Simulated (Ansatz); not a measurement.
MgF₂:
```yaml
crystal:
  lattice:
    - [4.62595, 0.00000, 0.00000]
    - [0.00000, 4.62595, 0.00000]
    - [0.00000, 0.00000, 3.04928]
  atoms:
    - { symbol: Mg, position: [0.50000, 0.50000, 0.50000] }
    - { symbol: Mg, position: [0.00000, 0.00000, 0.00000] }
    - { symbol: F, position: [0.69707, 0.69707, 0.00000] }
    - { symbol: F, position: [0.30293, 0.30293, 0.00000] }
    - { symbol: F, position: [0.80293, 0.19707, 0.50000] }
    - { symbol: F, position: [0.19707, 0.80293, 0.50000] }
```

Relaxed with r²SCAN.

Problem. Give the optical modes at the zone centre with their infrared and Raman activity from DFPT, r²SCAN (plane waves, PAW; program Ansatz).

Solution. Transverse frequencies, without the LO–TO term; a row sums one degenerate level.

```csv
ω (cm⁻¹),degeneracy,IR ((D/Å)²/amu),Raman (Å⁴/amu),activity,symmetry
84,1,0.00,0,silent,B1g
207,1,0.00,0,silent,B1u
245,2,7.67,0,IR,Eu
298,2,0.00,0,silent,Eg
299,1,0.00,0,silent,A2g
408,1,13.32,0,IR,A2u
413,1,0.00,0.14,Raman,A1g
417,2,1.58,0,IR,Eu
431,1,0.00,0,silent,B1u
461,2,15.47,0,IR,Eu
517,1,0.00,0,silent,B2g
```

Problem. How high does the top mode go among those that the LO–TO term moves?

Solution. 623 cm⁻¹ for q along x, 623 cm⁻¹ for q along y, 622 cm⁻¹ for q along z.

Space group P4_2/mnm (rutile). Symmetry was held in the r²SCAN relaxation.

Potentials: the earlier of the program's two PAW sets. The files were generated under PBE; for other functionals the program regenerates the frozen cores, and for LDA and PBEsol the local potential too.
